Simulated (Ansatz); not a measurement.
The system is Fe.

```
Fe
1.0
    -1.44300    1.44300    1.44300
     1.44300   -1.44300    1.44300
     1.44300    1.44300   -1.44300
Fe
1
Direct
  0.00000 0.00000 0.00000
```

| Quantity | Value |
| --- | --- |
| Program | Ansatz 0.2.0 |
| Task | relaxation of cell and atoms |
| Functional | PBEsol |
| Dispersion | D3(BJ) |
| Potentials or basis | all-electron LAPW, scalar-relativistic |
| Basis error allowed | 0.001 eV/atom |
| k mesh | 13 × 13 × 13 |
| Occupations | fermi-dirac, width 0.05 eV |
| Spin | collinear spin, ferromagnetic start |
| Starting moments | [3.0] μB |

At the start: volume 12.02 Å³/atom.

Problem. How do energy, volume and symmetry change on relaxing?

Solution. Over 5 steps the energy falls by 120.0 meV/atom and the volume is 10.55 Å³/atom (-12.2 %); space group Im-3m (No. 229, to 0.05 Å); moment 2.02 μB per cell.

The path:
```csv
step,energy change (eV),largest force (eV/Å),volume (Å³)
1,0.0000,0.0000,12.02
2,-0.1030,0.0000,11.06
3,-0.1172,0.0000,10.36
4,-0.1200,0.0000,10.55
5,-0.1200,0.0000,10.55
```

Final structure:
```
Fe
1.0
    -1.38155    1.38155    1.38155
     1.38155   -1.38155    1.38155
     1.38155    1.38155   -1.38155
Fe
1
Direct
  0.00000 0.00000 0.00000
```

Caveat: the volume moved by -12 % from the deposited cell, more than functionals usually miss.
